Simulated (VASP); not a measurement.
# MnO (P6_3mc) in VASP: further runs

Runs on MnO. Level: PBEsol+U. Tasks: single point.

All numbers are computed with VASP 6.6.1; they aren't measurements. Logs are shortened: lines on timing, memory, paths and dates and some standing lists are left out, and cuts for length are marked.

### Step 1. The crystal as given

The structure is hexagonal, space group P6_3mc (No. 186). The conventional cell has a = 3.372 Å, b = 3.372 Å, c = 5.385 Å, α = 90.00°, β = 90.00°, γ = 120.00°. Around Mn (site symmetry 3m) lie 4 O at 1.96 to 2.08 Å. Around O (site symmetry 3m) lie 4 Mn at 1.96 to 2.08 Å.

Measurements of this composition are mostly on another form, of space group No. 225.

### Step 2. Single point, PBEsol+U, collinear spin, ferromagnetic start

INCAR reads:

```
ALGO = Normal
EDIFF = 1E-7
ENCUT = 520
GGA = PS
ISIF = 2
ISMEAR = 0
ISPIN = 2
LASPH = True
LCHARG = False
LDAU = True
LDAUJ = 0 0
LDAUL = 2 -1
LDAUPRINT = 1
LDAUTYPE = 2
LDAUU = 4 0
LMAXMIX = 4
LORBIT = 11
LREAL = False
LWAVE = False
MAGMOM = 4 4 0 0
NELM = 120
PREC = Accurate
SIGMA = 0.05
```

KPOINTS reads:

```
k-points
0
Gamma
  8 8 4
```

POSCAR reads:

```
MnO
1.0
    3.3717001900      0.0000000000      0.0000000000
   -1.6858500900      2.9199780200      0.0000000000
    0.0000000000      0.0000000000      5.3854988200
Mn O
2 2
Direct
    0.3333333333      0.6666666667      0.0109600000
    0.6666666667      0.3333333333      0.5109600000
    0.3333333333      0.6666666667      0.3754700000
    0.6666666667      0.3333333333      0.8754700000
```

Potentials or basis: VASP PAW PBE potentials, release 64 (Mn_pv, O).

Launch:

```
$ cat potpaw_PBE.64/Mn_pv/POTCAR potpaw_PBE.64/O/POTCAR > POTCAR
$ mpirun -np 1 vasp_std > vasp.out
```

OUTCAR:

```text
EDIFF = 1E-7
   ENCUT = 520
   GGA = PS
   ISIF = 2
   ISMEAR = 0
   ISPIN = 2
   LASPH = True
   LORBIT = 11
   LREAL = False
   NELM = 120
   PREC = Accurate

 ion  position               nearest neighbor table
   1  0.333  0.667  0.011-   3 1.96   4 2.08   4 2.08   4 2.08
   2  0.667  0.333  0.511-   4 1.96   3 2.08   3 2.08   3 2.08
   3  0.333  0.667  0.375-   1 1.96   2 2.08   2 2.08   2 2.08
   4  0.667  0.333  0.875-   2 1.96   1 2.08   1 2.08   1 2.08

  LATTYP: Found a hexagonal cell.
 ALAT       =     3.3717001900
 C/A-ratio  =     1.5972650344

  Lattice vectors:

 A1 = (   3.3717001900,   0.0000000000,   0.0000000000)
 A2 = (  -1.6858500900,   2.9199780200,   0.0000000000)
 A3 = (   0.0000000000,   0.0000000000,   5.3854988200)

Analysis of symmetry for initial positions (statically):
=====================================================================
 Subroutine PRICEL returns:
 Original cell was already a primitive cell.

 Routine SETGRP: Setting up the symmetry group for a
 hexagonal supercell.

 Subroutine GETGRP returns: Found 12 space group operations
 (whereof  6 operations were pure point group operations)
 out of a pool of 24 trial point group operations.

The static configuration has the point symmetry C_3v.
 The point group associated with its full space group is C_6v.

Analysis of symmetry for dynamics (positions and initial velocities):
=====================================================================
 Subroutine PRICEL returns:
 Original cell was already a primitive cell.

 Routine SETGRP: Setting up the symmetry group for a
 hexagonal supercell.

 Subroutine GETGRP returns: Found 12 space group operations
 (whereof  6 operations were pure point group operations)
[... 221 lines left out ...]

  o =  0.0232  v =  0.0000  0.0000  0.0000  0.0000  0.0000  0.5231 -0.4521  0.0000  0.6094 -0.3880      0.0000  0.0000  0.0000  0.0000  0.0000  0.0000  0.0000  0.0000  0.0000  0.0000
  o =  0.0232  v =  0.0000  0.0000  0.0000  0.0000  0.0000  0.3880  0.6094  0.0000  0.4521  0.5231      0.0000  0.0000  0.0000  0.0000  0.0000  0.0000  0.0000  0.0000  0.0000  0.0000
  o =  0.0598  v =  0.0000  0.0000  0.0000  0.0000  0.0000 -0.6094 -0.3881 -0.0000  0.5231  0.4521      0.0000  0.0000  0.0000  0.0000  0.0000  0.0000  0.0000  0.0000  0.0000  0.0000
  o =  0.0598  v =  0.0000  0.0000  0.0000  0.0000  0.0000  0.4521 -0.5231  0.0000 -0.3881  0.6094      0.0000  0.0000  0.0000  0.0000  0.0000  0.0000  0.0000  0.0000  0.0000  0.0000
  o =  0.0748  v =  0.0000  0.0000  0.0000  0.0000  0.0000 -0.0000 -0.0000  1.0000  0.0000  0.0000      0.0000  0.0000  0.0000  0.0000  0.0000  0.0000  0.0000  0.0000  0.0000  0.0000
  o =  0.9447  v = -0.6796  0.3175 -0.0000 -0.4279  0.5042  0.0000  0.0000  0.0000  0.0000  0.0000      0.0000  0.0000  0.0000  0.0000  0.0000  0.0000  0.0000  0.0000  0.0000  0.0000
  o =  0.9447  v = -0.5042 -0.4279 -0.0000 -0.3175 -0.6796  0.0000  0.0000  0.0000  0.0000  0.0000      0.0000  0.0000  0.0000  0.0000  0.0000  0.0000  0.0000  0.0000  0.0000  0.0000
  o =  0.9473  v =  0.0000 -0.0000 -1.0000  0.0000 -0.0000  0.0000  0.0000  0.0000  0.0000  0.0000      0.0000  0.0000  0.0000  0.0000  0.0000  0.0000  0.0000  0.0000  0.0000  0.0000
  o =  0.9506  v =  0.4279  0.5042 -0.0000 -0.6796 -0.3175  0.0000  0.0000  0.0000  0.0000  0.0000      0.0000  0.0000  0.0000  0.0000  0.0000  0.0000  0.0000  0.0000  0.0000  0.0000
  o =  0.9506  v = -0.3175  0.6796  0.0000  0.5042 -0.4279  0.0000  0.0000  0.0000  0.0000  0.0000      0.0000  0.0000  0.0000  0.0000  0.0000  0.0000  0.0000  0.0000  0.0000  0.0000

 number of electron      38.0000000 magnetization       9.9999892

 Free energy of the ion-electron system (eV)
  ---------------------------------------------------
  ext. energy  EPLUGINS =         0.00000000
  ---------------------------------------------------
  free energy    TOTEN  =       -32.05250742 eV

  energy without entropy =      -32.05245688  energy(sigma->0) =      -32.05248215

 E-fermi :   5.0752     XC(G=0): -10.7798

 val. band max:        5.0084020315   @ k =   0.0000   0.0000   0.0000
 cond. band min:       5.1236874229   @ k =   0.0000   0.0000   0.0000
 fundamental gap:      0.1152853914
 Fermi energy:         5.0751519050

 spin component 1

 k-point     1 :       0.0000    0.0000    0.0000
  band No.  band energies     occupation
      1     -44.5838      1.00000
      2     -44.5838      1.00000
      3     -44.5814      1.00000
      4     -44.5777      1.00000
      5     -44.5777      1.00000
      6     -44.5432      1.00000
[... 1433 lines left out ...]
     26      11.4189      0.00000
     27      14.4133      0.00000

 [... further k-points ...]
[... 5 lines left out ...]
  --------------------------------------------------------------------------------------
  -------------------------------------------------------------------------------------
  Total        0.8748123      0.8748123      3.9690440      0.0000000     -0.0000000      0.0000000
  in kB       26.4344936     26.4344937    119.9339194      0.0000000     -0.0000000      0.0000000
  external PRESSURE =      57.6009689 kB  Pullay stress =       0.0000000 kB

 VOLUME and BASIS-vectors are now :
 -----------------------------------------------------------------------------
  energy-cutoff  :      520.00
  volume of cell :       53.02
      direct lattice vectors                 reciprocal lattice vectors
     3.371700190  0.000000000  0.000000000     0.296586275  0.171234165  0.000000000
    -1.685850090  2.919978020  0.000000000     0.000000000  0.342468331  0.000000000
     0.000000000  0.000000000  5.385498820     0.000000000  0.000000000  0.185683821

 POSITION                                       TOTAL-FORCE (eV/Angst)
 -----------------------------------------------------------------------------------
      0.00000      1.94665      0.05903         0.000000     -0.000000     -0.849709
      1.68585      0.97333      2.75177        -0.000000      0.000000     -0.849709
      0.00000      1.94665      2.02209        -0.000000      0.000000      0.849709
      1.68585      0.97333      4.71484         0.000000      0.000000      0.849709
 -----------------------------------------------------------------------------------
    total drift:                               -0.000000     -0.000000      0.001756

  FREE ENERGIE OF THE ION-ELECTRON SYSTEM (eV)
  ---------------------------------------------------
  free  energy   TOTEN  =       -32.0525074153 eV

  energy  without entropy=      -32.0524568757  energy(sigma->0) =      -32.05248215

 total charge

# of ion       s       p       d       tot
------------------------------------------
    1        0.248   6.239   4.957  11.443
    2        0.248   6.239   4.957  11.443
    3        1.548   3.467   0.000   5.014
    4        1.548   3.467   0.000   5.014
--------------------------------------------------
tot          3.591  19.411   9.914  32.916

 magnetization (x)

# of ion       s       p       d       tot
------------------------------------------
    1        0.036   0.057   4.487   4.581
    2        0.036   0.057   4.487   4.581
    3        0.013   0.095   0.000   0.107
    4        0.013   0.095   0.000   0.107
--------------------------------------------------
tot          0.098   0.304   8.974   9.376
```

OSZICAR:

```text
N       E                     dE             d eps       ncg     rms          rms(c)
DAV:   1     0.459173760480E+03    0.45917E+03   -0.21829E+04  3256   0.166E+03
DAV:   2     0.972112050162E+01   -0.44945E+03   -0.42477E+03  3317   0.479E+02
DAV:   3    -0.325758982429E+02   -0.42297E+02   -0.41375E+02  3532   0.152E+02
DAV:   4    -0.335677149328E+02   -0.99182E+00   -0.98705E+00  3443   0.246E+01
DAV:   5    -0.335796267572E+02   -0.11912E-01   -0.11909E-01  3464   0.293E+00    0.224E+01
DAV:   6    -0.315326624515E+02    0.20470E+01   -0.38482E+01  3901   0.566E+01    0.218E+01
DAV:   7    -0.320737378826E+02   -0.54108E+00   -0.36840E+00  3280   0.224E+01    0.130E+01
DAV:   8    -0.320470247287E+02    0.26713E-01   -0.73938E-01  3466   0.632E+00    0.809E+00
DAV:   9    -0.320508440584E+02   -0.38193E-02   -0.10560E-01  3351   0.328E+00    0.101E+00
DAV:  10    -0.320517263089E+02   -0.88225E-03   -0.42942E-02  3577   0.207E+00    0.248E-01
DAV:  11    -0.320523308064E+02   -0.60450E-03   -0.32648E-03  3369   0.434E-01    0.148E-01
DAV:  12    -0.320524477632E+02   -0.11696E-03   -0.16577E-04  3712   0.152E-01    0.487E-02
DAV:  13    -0.320525071409E+02   -0.59378E-04   -0.93093E-05  3355   0.611E-02    0.377E-02
DAV:  14    -0.320525051445E+02    0.19964E-05   -0.10627E-05  3667   0.247E-02    0.155E-02
DAV:  15    -0.320525073693E+02   -0.22248E-05   -0.15987E-05  3433   0.210E-02    0.101E-02
DAV:  16    -0.320525073682E+02    0.11432E-08   -0.13270E-06  3503   0.842E-03    0.356E-03
DAV:  17    -0.320525074153E+02   -0.47183E-07   -0.37308E-07  2878   0.410E-03
   1 F= -.32052507E+02 E0= -.32052482E+02  d E =-.505396E-04  mag=    10.0000
```

stdout:

```text
POSCAR found type information on POSCAR MnO
 POSCAR found :  2 types and       4 ions
 scaLAPACK will be used
 -----------------------------------------------------------------------------
|                                                                             |
|                                                                             |
|     You enforced a specific xc type in the INCAR file but a different       |
|     I HOPE YOU KNOW WHAT YOU ARE DOING!                                     |
|                                                                             |
 -----------------------------------------------------------------------------

 LDA part: xc-table for (Slater+PW92), standard interpolation
 POSCAR, INCAR and KPOINTS ok, starting setup
 FFT: planning ... GRIDC
 FFT: planning ... GRID_SOFT
 FFT: planning ... GRID
 WAVECAR not read
 entering main loop
```

It took 56 s on 1 thread of Intel Xeon Platinum 8488C (Sapphire Rapids), shared host; peak memory 0.22 GiB.

What came out:

```yaml
Free_energy: -32.0525 eV
Pressure: 5.8 GPa
Largest_force: 0.850 eV/Å
Band_gap_on_the_k_mesh: 0.12 eV, direct
Net_moment: 10.00 μB per cell
Site_moments: Mn +4.58; O +0.11 μB
Valence_electrons_inside_the_program's_atomic_spheres: Mn 11.44; O 5.01
```

Forces on the atoms (eV/Å):
```
Mn   0.000  0.000 -0.850
Mn   0.000  0.000 -0.850
O    0.000  0.000  0.850
O    0.000  0.000  0.850
```

Eigenvalues of the final occupation matrices:
| site | spin | trace | eigenvalues |
| --- | --- | --- | --- |
| site 1 d | 1 | 4.74 | 0.94 0.94 0.95 0.95 0.95 |
| site 1 d | 2 | 0.24 | 0.02 0.02 0.06 0.06 0.07 |
| site 2 d | 1 | 4.74 | 0.94 0.94 0.95 0.95 0.95 |
| site 2 d | 2 | 0.24 | 0.02 0.02 0.06 0.06 0.07 |

Caveat: the PAW data sets were made with another functional, which shifts forces and pressure a little; only a ferromagnetic start was run, and an antiferromagnetic order may lie lower in energy. A k mesh can miss the band edges.

### Step 3. Single point, PBEsol+U, collinear spin, antiferromagnetic start

Changes to INCAR since step 2:

```diff
@@ -19,3 +19,3 @@
 LWAVE = False
-MAGMOM = 4 4 0 0
+MAGMOM = 4 -4 0 0
 NELM = 120
```

KPOINTS is that of step 2.

POSCAR is that of step 2.

Potentials or basis: VASP PAW PBE potentials, release 64 (Mn_pv, O).

Launch:

```
$ cat potpaw_PBE.64/Mn_pv/POTCAR potpaw_PBE.64/O/POTCAR > POTCAR
$ mpirun -np 1 vasp_std > vasp.out
```

Run time: 53 s. Hardware: 1 thread of Intel Xeon Platinum 8488C (Sapphire Rapids), shared host; peak memory 0.22 GiB.

Results (log left out):

* Free energy: -32.2784 eV
* Pressure: 2.6 GPa
* Largest force: 0.598 eV/Å
* Band gap on the k mesh: 0.53 eV, indirect (least direct gap 0.56 eV)
* Net moment: 0.00 μB per cell
* Site moments: Mn +4.51, -4.51; O -0.05, +0.05 μB
* Valence electrons inside the program's atomic spheres: Mn 11.45; O 5.01

Forces in eV/Å, atoms in the order of the input:
```
Mn   0.000  0.000 -0.598
Mn   0.000  0.000 -0.598
O    0.000  0.000  0.598
O    0.000  0.000  0.598
```

Stress tensor (GPa, compression positive):
```
0.77 0.00 0.00
0.00 0.77 0.00
0.00 0.00 6.26
```

Levels at points of the mesh, in eV from the valence-band top:
Spin up:
```csv
k point,band 15,band 16,band 17,band 18,band 19,band 20,band 21,band 22,band 23
"(0.00, 0.00, 0.00)",-2.42,-2.42,-0.70,-0.04,-0.04,0.53,4.70,4.70,4.89
"(0.50, 0.00, 0.00)",-2.52,-2.43,-2.08,-1.61,-0.84,3.55,4.30,4.66,5.00
"(0.00, 0.00, 0.50)",-2.32,-2.32,-0.79,0.00,0.00,2.75,2.90,4.71,4.71
"(0.50, 0.00, 0.50)",-2.48,-2.28,-2.13,-0.83,-0.79,3.47,4.37,4.82,5.08
```
Spin down:
| k point | band 17 | band 18 | band 19 | band 20 | band 21 | band 22 |
| --- | --- | --- | --- | --- | --- | --- |
| (0.00, 0.00, 0.00) | -0.70 | -0.04 | -0.04 | 0.53 | 4.70 | 4.70 |
| (0.50, 0.00, 0.00) | -2.08 | -1.61 | -0.84 | 3.55 | 4.30 | 4.66 |
| (0.00, 0.00, 0.50) | -0.79 | 0.00 | 0.00 | 2.75 | 2.90 | 4.71 |
| (0.50, 0.00, 0.50) | -2.13 | -0.83 | -0.79 | 3.47 | 4.37 | 4.82 |

Eigenvalues of the final occupation matrices:
| site | spin | trace | eigenvalues |
| --- | --- | --- | --- |
| site 1 d | 1 | 4.72 | 0.94 0.94 0.94 0.95 0.95 |
| site 1 d | 2 | 0.27 | 0.03 0.03 0.06 0.06 0.09 |
| site 2 d | 1 | 0.27 | 0.03 0.03 0.06 0.06 0.09 |
| site 2 d | 2 | 4.72 | 0.94 0.94 0.94 0.95 0.95 |

Caveat: the PAW data sets were made with another functional, which shifts forces and pressure a little. The state reached can hang on the start; a lower one may exist.
